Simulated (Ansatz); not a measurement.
Runs of Ansatz 0.2.0 on MoS2. It takes space group R3m (No. 160, trigonal). The conventional cell has a = 3.160 Å, b = 3.160 Å, c = 18.450 Å, α = 90.00°, β = 90.00°, γ = 120.00°. Mo (site symmetry 3m) is surrounded by 6 S at 2.39 Å. S (site symmetry 3m) is surrounded by 3 Mo at 2.39 Å. Around S (site symmetry 3m) lie 3 Mo at 2.39 Å. Measurements of this composition are mostly on another form, of space group No. 194.

| task | level | potentials or basis | U | cutoff (eV) | basis error allowed | gap on the mesh (eV) | pressure (GPa) | largest force (eV/Å) |
| --- | --- | --- | --- | --- | --- | --- | --- | --- |
| density of states | PBEsol+U | all-electron LAPW, scalar-relativistic | Mo d U = 8 eV | 246 | 0.002 eV/atom | 0.75 | (a) | 0.19 |
| band structure | PBEsol | all-electron LAPW, non-relativistic | - | 246 | 0.002 eV/atom | 0.88 | 1.7 | 0.40 |
| density of states | PBEsol+U | all-electron LAPW, scalar-relativistic | Mo d U = 4 eV | 246 | 0.002 eV/atom | 0.95 | 0.3 | 0.24 |
| band structure | PBEsol | all-electron LAPW, scalar-relativistic | - | 246 | 0.002 eV/atom | 0.91 | 0.4 | 0.26 |
| density of states | PBEsol+U | all-electron LAPW, scalar-relativistic | Mo d U = 6 eV | 246 | 0.002 eV/atom | 0.88 | 0.5 | 0.23 |
| density of states | PBEsol+U | all-electron LAPW, scalar-relativistic | Mo d U = 2 eV | 246 | 0.002 eV/atom | 0.95 | 0.3 | (b) |
| band structure | PBEsol | all-electron PAW datasets made for the crystal | - | 300 | - | 0.91 | 0.4 | 0.26 |
| band structure | PBEsol | all-electron LAPW, inner shells corrected to Dirac's equation | - | 246 | 0.002 eV/atom | 0.91 | 0.4 | 0.26 |

Alike in all rows: no spin polarisation; cell as given; k mesh 10 × 10 × 10; smearing fermi-dirac 0.05 eV.

**Question.** Fill in the values left out.

**Answer.** (a) 1.8; (b) 0.25.

Caveats: U is the effective U less J, on atomic orbitals that reach past the spheres (some runs); relativity is left out, which matters for the heavier elements (some runs).

A k mesh can miss the band edges, and the runs leave out spin-orbit coupling on Mo.

The runs don't all hold the same shells in valence.
